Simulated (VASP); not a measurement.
Set up this calculation in VASP 6.6.1, as the native input.

```
Task                   : single point
Functional             : PBE
Potentials or basis    : VASP PAW PBE potentials, release 64 (Mg)
Cutoff                 : 520 eV
k mesh                 : 4 × 4 × 4, shifted
Occupations            : gaussian, width 0.1 eV
Spin                   : no spin polarisation
Dipole correction      : no
Further INCAR settings : LREAL = Auto; ALGO = Fast; EDIFF = 1e-06; NBANDS = 30; ISYM = 0
```

The structure of Mg lies in POSCAR:

```
Mg
1.0
    4.4885120000     -4.4885120000     -4.4885120000
   -4.4885120000     -4.4885120000      4.4885120000
   -4.4885120000      4.4885120000     -4.4885120000
Mg
16
Direct
    0.7500000000      0.0000000000      0.2500000000
    0.7500000000      0.2500000000      0.0000000000
    0.7500000000      0.5000000000      0.7500000000
    0.5000000000      0.0000000000      0.5000000000
    0.7500000000      0.7500000000      0.5000000000
    0.5000000000      0.2500000000      0.2500000000
    0.5000000000      0.5000000000      0.0000000000
    0.2500000000      0.0000000000      0.7500000000
    0.5000000000      0.7500000000      0.7500000000
    0.2500000000      0.2500000000      0.5000000000
    0.2500000000      0.5000000000      0.2500000000
    0.0000000000      0.0000000000      0.0000000000
    0.2500000000      0.7500000000      0.0000000000
    0.0000000000      0.2500000000      0.7500000000
    0.0000000000      0.5000000000      0.5000000000
    0.0000000000      0.7500000000      0.2500000000
```

This isn't the form of Mg at room conditions, which is hcp.

The cell isn't the ideal one: the relaxed cell repeated 16 times, on the trajectory's mesh.

These files were run (other wordings do the same):

INCAR

```
PREC = Accurate ; ENCUT = 520
EDIFF = 1E-6 ; ISMEAR = 0
SIGMA = 0.1 ; LREAL = Auto
LASPH = True ; NELM = 100
ALGO = Fast ; ISIF = 2
LWAVE = False ; LCHARG = False
GGA = PE ; NBANDS = 30
ISYM = 0
```

KPOINTS

```
Automatic mesh
0
Gamma
  4 4 4
  0.5 0.5 0.5
```

Potentials or basis: VASP PAW PBE potentials, release 64 (Mg).

Launch:

```bash
$ cat potpaw_PBE.64/Mg/POTCAR > POTCAR
$ mpirun -np 1 vasp_std > vasp.out
```

It gave:

The pressure is 0.8 GPa and the band gap on the k mesh is none (metal or under the smearing width).

It took 4 min on 1 thread of Intel(R) Xeon(R) Platinum 8488C (Sapphire Rapids) (shared host), peak memory 0.58 GiB.
